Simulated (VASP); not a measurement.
Runs of VASP 6.6.1 on BeSe. Symmetry: F-43m, No. 216, cubic system. Conventional cell: a = 5.167 Å, b = 5.167 Å, c = 5.167 Å, α = 90.00°, β = 90.00°, γ = 90.00°. Be (site symmetry -43m) is surrounded by 4 Se at 2.24 Å. Se (site symmetry -43m) is surrounded by 4 Be at 2.24 Å. 

| task | cell | gap on the mesh (eV) | pressure (GPa) |
| --- | --- | --- | --- |
| relaxation of the atoms | atoms relaxed from: a relaxed cell with its volume scaled by 0.96 | 3.04 | 3.5 |
| relaxation of the atoms | atoms relaxed | 3.13 | 0.0 |
| relaxation of the atoms | atoms relaxed from: a relaxed cell with its volume scaled by 1.02 | (b) | -1.5 |
| relaxation of cell and atoms | relaxed | 3.13 | 0.0 |
| relaxation of the atoms | atoms relaxed from: a relaxed cell with its volume scaled by 1.06 | 3.24 | -4.2 |
| relaxation of the atoms | atoms relaxed from: a relaxed cell with its volume scaled by 1.04 | (a) | -2.9 |
| relaxation of the atoms | atoms relaxed from: a relaxed cell with its volume scaled by 0.98 | 3.09 | 1.7 |

Alike in all rows: level r2SCAN; potentials or basis VASP PAW PBE potentials, release 64 (Be, Se); no spin polarisation; k mesh 10 × 10 × 10; cutoff (eV) 600; smearing gaussian 0.03 eV.

Question: Estimate the missing entries.

Answer: (a) 3.21; (b) 3.17.

Caveats: the PAW data sets were made with another functional, which shifts forces and pressure a little; the relaxation stopped at its first step, so nothing moved (some runs).

A k mesh can miss the band edges, and the runs leave out spin-orbit coupling on Se.
